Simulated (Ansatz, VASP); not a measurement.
TiSi2 in VASP and in Ansatz

The input INCAR:

```
SYSTEM = TiSi2
ALGO = Normal ; EDIFF = 1E-7
ENCUT = 520 ; GGA = PS
ISIF = 2 ; ISMEAR = -1
KPAR = 2 ; LASPH = .TRUE.
LCHARG = .FALSE. ; LREAL = .FALSE.
LWAVE = .FALSE. ; NBANDS = 29
NELM = 100 ; PREC = Accurate
SIGMA = 0.05
```

KPOINTS

```
k-points
0
G
  8 8 8
  0 0 0
```

The input POSCAR:

```
TiSi2
1.0
    1.7767948029     -6.8040462934      0.0000000000
    1.7767948029      6.8040462934      0.0000000000
    0.0000000000      0.0000000000      3.5887850817
Ti Si
2 4
Direct
    0.1031180800      0.8968819200      0.2500000000
    0.8968819200      0.1031180800      0.7500000000
    0.7503148200      0.2496851800      0.2500000000
    0.2496851800      0.7503148200      0.7500000000
    0.4417485500      0.5582514500      0.2500000000
    0.5582514500      0.4417485500      0.7500000000
```

The input input.yaml:

```yaml
crystal:
  lattice:
    - [1.7767948029, -6.8040462934, 0.0]
    - [1.7767948029, 6.8040462934, 0.0]
    - [0.0, 0.0, 3.5887850817]
  atoms:
    - { symbol: Ti, position: [0.10311808, 0.89688192, 0.25] }
    - { symbol: Ti, position: [0.89688192, 0.10311808, 0.75] }
    - { symbol: Si, position: [0.75031482, 0.24968518, 0.25] }
    - { symbol: Si, position: [0.24968518, 0.75031482, 0.75] }
    - { symbol: Si, position: [0.44174855, 0.55825145, 0.25] }
    - { symbol: Si, position: [0.55825145, 0.44174855, 0.75] }
hamiltonian:
  xc: pbesol
  pseudopotentials: { kind: paw }
kpoints:
  mp_grid: { grid: [8, 8, 8] }
scf:
  occupations: { method: fermi_dirac, width: 0.05 }
output:
  forces: true
  stress: true
  eigenvalues: true
  write_density: true
  write_potential: true
  elf: true
  volumetric_format: npy
```

Change from the starting cell: volume scaled by 1.02.

Alike in both runs: task single point; functional PBEsol; k mesh 8 × 8 × 8; occupations fermi-dirac, width 0.05 eV; no spin polarisation.

```csv
,VASP,Ansatz
version,VASP 6.6.1,Ansatz 0.2.0
potentials or method,"VASP PAW PBE potentials, release 64 (Ti_sv, Si)",Ansatz PAW
plane-wave cutoff (eV),520,420
valence electrons in the cell,40,40
```

|  | VASP | Ansatz | Ansatz less VASP |
| --- | --- | --- | --- |
| gap on the k mesh at the Fermi level (eV) | none | none | - |
| pressure (GPa) | -4.7 | -4.8 | -0.13 |
| largest component of the traceless stress (GPa) | 0.12 | 0.11 | -0.008 |
| rms of the force components (eV/Å) | 0.048 | 0.049 | +0.0003 |

Atom by atom the forces differ by 0.000 eV/Å (rms over components). A gap of «none» marks a metal or a gap that the smearing closes.

Caveats: the PAW data sets were made with another functional, which shifts forces and pressure a little (VASP); the PAW data sets come from PBE, with cores solved anew for the run's functional, which leaves a small shift of forces and pressure (Ansatz).
